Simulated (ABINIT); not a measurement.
Band structure of BeO (P6_3mc, 4 atoms in the cell).

```yaml
crystal:
  lattice:
    - [2.66734, 0.00000, 0.00000]
    - [-1.33367, 2.30998, 0.00000]
    - [0.00000, 0.00000, 4.33226]
  atoms:
    - { symbol: Be, position: [0.33333, 0.66667, 0.00016] }
    - { symbol: Be, position: [0.66667, 0.33333, 0.50016] }
    - { symbol: O, position: [0.33333, 0.66667, 0.37734] }
    - { symbol: O, position: [0.66667, 0.33333, 0.87734] }
```

Computed with PBE, norm-conserving pseudopotentials (PseudoDojo nc-sr-05 PBE standard) (plane waves; ABINIT 10.0.3).

Settings: pseudos = [Be.upf, O.upf]; ecut = 44 Ha; occopt = 1; ngkpt = 7 7 4; nshiftk = 1; shiftk = 0 0 0; potentials = PseudoDojo nc-sr-05 PBE standard; kptopt = 1; nstep = 80; toldfe1 = 1e-09 Ha; diemac = 6; ndtset = 2; getden2 = 1.

The starting cell comes from a database of computed structures (which also holds hypothetical and non-ambient phases and stackings), without a prior relaxation at this level. Its lattice was rescaled by a random factor within 2.5 % of one.

Task: Predict the gap along the standard path and the places of the band edges.

Result: The gap along the path is 8.05 eV, direct at Γ to within 0.01 eV.

Levels in eV from the top of the valence band on the SCF mesh, bands 7 to 14:
```tsv
point	7	8	9	10	11	12	13	14
Γ	-1.03	-0.02	-0.02	0.00	8.05	12.04	14.61	14.61
M	-3.47	-2.73	-2.03	-0.94	9.97	10.45	13.87	15.44
K	-3.75	-2.98	-2.45	-2.45	9.21	13.13	14.85	14.85
A	-0.54	-0.54	-0.54	-0.54	10.26	10.26	14.99	14.99
L	-1.92	-1.92	-1.78	-1.78	9.25	9.25	14.93	14.93
H	-4.49	-4.49	-1.32	-1.32	11.86	11.86	12.42	12.42
```
